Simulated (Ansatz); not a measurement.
## Two Ansatz runs on InSe

The cell is COD entry 1534648, which may be a prediction rather than a measurement; nothing was relaxed.

First run: DFT, PBE, all-electron LAPW, scalar-relativistic (Ansatz 0.2.0).

Command: `ansatz run input.yaml --threads 1 --pin off --max-ram 4096MiB --backend cpu --events-out ev --progress --plain --runs-dir out` The run took 2 min on 1 thread of Intel(R) Xeon(R) Processor @ 2.70GHz (shared host), peak memory 0.61 GiB.

```yaml
crystal:
  lattice:
    - [1.9999996503, 1.1547003365, 8.31667]
    - [-1.9999996503, 1.1547003365, 8.31667]
    - [0.0, -2.309400673, 8.31667]
  atoms:
    - { symbol: In, position: [0.0, 0.0, 0.0] }
    - { symbol: In, position: [0.1122, 0.1122, 0.1122] }
    - { symbol: Se, position: [0.6155, 0.6155, 0.6155] }
    - { symbol: Se, position: [0.83, 0.83, 0.83] }
kpoints:
  mp_grid: { grid: [7, 7, 7] }
scf:
  occupations: { method: gaussian, width: 0.2 }
hamiltonian:
  xc: pbe
  pseudopotentials: { kind: all_electron, lapw: { basis_error: 0.001 } }
output:
  forces: true
  stress: true
  eigenvalues: true
```

Result: converged; pressure 2.91 GPa; largest force 0.216 eV/Å; gap on the k mesh 0.75 eV (the mesh can miss the band edges); 10 SCF iterations.

Spin–orbit coupling is left out, though it moves levels of the heavy atoms by tenths of an eV or more.

The input is then changed:

```diff
@@ -20,3 +20,5 @@
   stress: true
   eigenvalues: true
+magnetization:
+  spin_polarized: true
```

Question: What does the second run give?

Answer: It converged; pressure 2.91 GPa; largest force 0.216 eV/Å; moment 0.00 μB; 12 SCF iterations.

The results part of its log:

```
SCF 1 converged in 12 iterations: F = -452345.279262 eV  dr2 = 2.78e-8
SCF converged after 12 iterations
Magnetization: -0.0000 μB (45.0000 up, 45.0000 down)
Absolute magnetization: 0.0000 μB (∫|ρ↑−ρ↓|)
Spin contamination: 0.0000 ħ² per cell (⟨S²⟩ above its minimum at these occupations)
Per-site moments (μB) at R_I (Å): [(-2.625405670642067e-9, 1.3714077983018969), (-2.1835049324181455e-9, 1.3714077983018969), (-1.6161152416316327e-9, 1.2669512881026297), (-1.928516013549597e-9, 1.2669512881026297)]
Free energy (F): -452345.279262 eV
Harris-Foulkes:  -452345.279262 eV  (|F-HF|=4.87e-8)
Internal energy: -452345.279181 eV  (E = F + TS)
E sigma→0 (E₀):  -452345.279221 eV
Entropy (-TS):   -0.000081 eV (-0.020 meV/atom)
Fermi energy:    9.484830 eV
--- Per-component energies (eV) ---
  E_band       = -4452.325071
  E_kinetic    = 471366.588538
  E_xc         = -13498.523060
  E_electrostatic = -910213.344658  (all electrons and nuclei)
  E_smearing   = -0.000081  (= −TS)
  E_closure    = 0.000000  (closes the sum)
  E_atoms      = -452331.196338  (free atoms, spherical and without spin; not in F)
  Σ components = -452345.279262   (vs F -452345.279262, Δ=0.00e0)
  Basis errors (estimates in eV, not in F): energy 4.6e-4 per atom: plane waves 4.2e-4 (2.4e-4 summed), levels above the bands 0.0e0, relativity 4.9e-8, radial functions 3.9e-5, core shells 2.5e-7; eigenvalues (radial functions only) 1.1e-6; not estimated: angular momenta, meshes, grids; target (lapw.basis_error) 1.0e-3; muffin-tin radii Se 1.267 Å, In 1.371 Å
--- Forces (eV/Å), atoms counted from 1 ---
  atom   1  In     0.00000000    -0.00000000     0.21623623
  atom   2  In     0.00000000     0.00000000    -0.21258138
  atom   3  Se     0.00000000    -0.00000000    -0.16638137
  atom   4  Se     0.00000000     0.00000000     0.16272135
  max |Σ_I F_I| component: 5.17e-6 eV/Å
--- Stress (GPa, compression-positive) ---
        3.142864       0.000000      -0.000000
        0.000000       3.142864      -0.000000
       -0.000000      -0.000000       2.439347
  P = ⅓ Tr σ = 2.9084 GPa (29.084 kbar)
--- Band table (eV; the first three rows and the last of 88) ---
  k-point 0 ↑: bands = ["-198.5576", "-198.5563", "-138.0344", "-138.0344", "-138.0325", "-138.0325", "-138.0036", "-138.0035", "-106.1805", "-106.1789", "-64.6771", "-64.6771", "-64.6753", "-64.6753", "-64.6543", "-64.6316", "-38.2563", "-38.2563", "-38.2542", "-38.2542", "-38.2310", "-38.2310", "-38.2301", "-38.2301", "-38.2215", "-38.2210", "-5.5929", "-5.4090", "-5.4090", "-5.3274", "-5.3274", "-5.3126", "-5.3126", "-5.1399", "-5.1399", "-5.1290", "-4.3750", "-3.9129", "2.8496", "5.8152", "7.6451", "7.8904", "7.8904", "8.0226", "8.0226", "11.0133", "11.3421", "13.6003", "13.6003", "14.3584", "14.7094", "14.7094", "16.8320", "17.9851"]
  k-point 1 ↑: bands = ["-198.5576", "-198.5563", "-138.0344", "-138.0344", "-138.0325", "-138.0325", "-138.0036", "-138.0035", "-106.1805", "-106.1789", "-64.6772", "-64.6772", "-64.6753", "-64.6753", "-64.6543", "-64.6316", "-38.2563", "-38.2563", "-38.2542", "-38.2541", "-38.2310", "-38.2310", "-38.2302", "-38.2301", "-38.2215", "-38.2210", "-5.5979", "-5.4806", "-5.4082", "-5.4057", "-5.3180", "-5.3130", "-5.3023", "-5.1763", "-5.1416", "-5.0665", "-4.1480", "-3.7273", "2.9999", "5.4190", "6.7232", "7.4919", "7.6397", "7.8151", "8.1199", "11.3465", "12.0540", "12.8690", "13.7808", "13.9233", "14.8345", "15.1482", "16.2927", "17.6465"]
  k-point 2 ↑: bands = ["-198.5576", "-198.5563", "-138.0344", "-138.0344", "-138.0325", "-138.0325", "-138.0036", "-138.0035", "-106.1805", "-106.1789", "-64.6773", "-64.6772", "-64.6754", "-64.6753", "-64.6543", "-64.6316", "-38.2563", "-38.2561", "-38.2542", "-38.2540", "-38.2311", "-38.2310", "-38.2302", "-38.2301", "-38.2214", "-38.2210", "-5.6638", "-5.5412", "-5.5308", "-5.4034", "-5.3303", "-5.2808", "-5.2737", "-5.1948", "-5.1448", "-5.0124", "-3.6389", "-3.3045", "3.1940", "4.4757", "5.4760", "7.1888", "7.1939", "7.3749", "8.1441", "10.9927", "11.3440", "13.1196", "13.5272", "13.9873", "15.6711", "15.8352", "16.2415", "17.0671"]
  k-point 43 ↓: bands = ["-198.5576", "-198.5563", "-138.0344", "-138.0344", "-138.0325", "-138.0325", "-138.0036", "-138.0035", "-106.1805", "-106.1789", "-64.6772", "-64.6772", "-64.6753", "-64.6753", "-64.6543", "-64.6316", "-38.2563", "-38.2563", "-38.2542", "-38.2541", "-38.2310", "-38.2310", "-38.2302", "-38.2301", "-38.2215", "-38.2210", "-5.5962", "-5.4711", "-5.4209", "-5.4060", "-5.3180", "-5.3128", "-5.3023", "-5.1806", "-5.1414", "-5.0664", "-4.0245", "-3.8621", "3.2899", "4.9293", "6.8240", "7.0261", "7.5649", "7.9009", "9.0768", "10.7268", "12.0761", "12.9411", "13.6696", "14.0373", "15.2942", "15.3709", "16.5543", "17.4948"]
```
